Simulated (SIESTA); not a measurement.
The system is YN.

```xyz
2
Lattice="0.0000 2.4385 2.4385 2.4385 0.0000 2.4385 2.4385 2.4385 0.0000" Properties=species:S:1:pos:R:3 pbc="T T T"
Y     0.0000    0.0000    0.0000
N     2.4385    2.4385    2.4385
```

Base run:

- Program: SIESTA 5.4.2
- Functional: vdW-DF
- Potentials or basis: PseudoDojo 0.4 standard (PBE files)
- Basis: DZP (energy shift 0.003 Ry; two zetas on semicore shells)
- Grid cutoff: 800 Ry
- Energy shift: 0.003 Ry
- k mesh: 9 × 9 × 9
- Occupations: fermi-dirac, width 0.05 eV
- Spin: no spin polarisation

Its results: band gap on the k mesh 0.26 eV, indirect (least direct gap 0.67 eV); pressure 8.9 GPa.

Q: The run is repeated on the same cell with these changes: functional from vdW-DF to VV10. What comes out?

A: Band gap on the k mesh 0.12 eV, indirect (least direct gap 0.55 eV); pressure 6.9 GPa.

Caveats: the potentials were made for another functional, which shifts forces and pressure; an odd mesh through Γ misses points on the zone boundary, where band edges often lie; the basis of atomic orbitals isn't converged, which shifts pressures, moduli and gaps; the non-local part is tabulated coarsely and may be off by about a percent (some runs).
